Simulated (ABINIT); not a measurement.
The system is W.

```
W
1.0
    -1.58234    1.58234    1.58234
     1.58234   -1.58234    1.58234
     1.58234    1.58234   -1.58234
W
1
Direct
  0.00000 0.00000 0.00000
```

Base run:

- Program: ABINIT 10.8.3 (patched build)
- Functional: HCTH407
- Potentials or basis: JTH PAW PBE v2.0
- Cutoff: 435 eV
- k mesh: 12 × 12 × 12
- Occupations: fermi-dirac, width 0.05 eV
- Spin: no spin polarisation

Its results: band gap on the k mesh none (metal or under the smearing width); pressure -8.3 GPa.

Task: After a change of settings the same cell gave: band gap on the k mesh none (metal or under the smearing width); pressure -5.2 GPa. Which change was it?
A. functional from HCTH407 to revPBE; spin from no spin polarisation to spin-orbit coupling, no magnetisation
B. functional from HCTH407 to SCAN; cutoff from 435 eV to 517 eV; fine-grid cutoff from 870.764 eV to 1034.03 eV
C. functional from HCTH407 to PBEsol; k mesh from 12 × 12 × 12 to 10 × 10 × 10
D. functional from HCTH407 to BLYP

Result: B.

Caveats: the PAW data sets were made with another functional, which shifts forces and pressure a little; spin-orbit coupling is left out, which moves the levels of the heavy elements.

Runs at the PBE level aren't shown here.
